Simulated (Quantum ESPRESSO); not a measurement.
**C: zone-centre phonons and dielectric response under several settings**

```
C
1.0
     0.00000    1.78337    1.78337
     1.78337    0.00000    1.78337
     1.78337    1.78337    0.00000
C
2
Direct
  0.75000 0.75000 0.75000
  0.50000 0.50000 0.50000
```

This isn't the form of C at room conditions, which is graphite.

All runs used Quantum ESPRESSO 7.5; k mesh 13 × 13 × 13; no spin polarisation; occupations smeared at first, fixed for the response.

| level | potentials | geometry | cutoff (eV) | volume (Å³/atom) | lowest optical mode without the field (cm⁻¹) | ε∞ (mean) | ε0 (mean) | sum of the Born charges (e) |
| --- | --- | --- | --- | --- | --- | --- | --- | --- |
| PBE | SSSP 1.3 efficiency PBE | relaxed cell | 748 | 5.70 | 1289 | 5.84 | 5.8 | 0.01 |
| PBE | SG15 PBE 1.2 | relaxed cell | 952 | 5.67 | 1296 | 5.81 | 5.8 | 0.00 |
| LDA | GBRV 1.5 LDA | relaxed cell | 612 | ? | ? | ? | ? | ? |
| RPBE | PseudoDojo 0.4.1 SR PBE standard | given cell, atoms relaxed | 1116 | 5.67 | 1297 | 5.74 | 5.7 | 0.00 |

**Question.** What stands in the row left open?

**Answer.** Volume 5.51 Å³/atom; lowest optical mode without the field 1323 cm⁻¹; ε∞ 5.76; ε0 5.8; sum of the Born charges 0.00 e.

Caveats: this smearing can shift energies of a crystal with a gap; on a mesh that holds Γ this program's dielectric tensor can be off by some percent beyond the error of the mesh; before the sum rule the acoustic modes lie tens of cm⁻¹ from zero, a sign that the density grid also shifts the optical modes (some runs); the potentials were made for another functional, which shifts forces and pressure (some runs); the cell is more than 3 GPa from zero pressure, which shifts response properties (some runs).

For the row left open. Caveat: this smearing can shift energies of a crystal with a gap; on a mesh that holds Γ this program's dielectric tensor can be off by some percent beyond the error of the mesh.
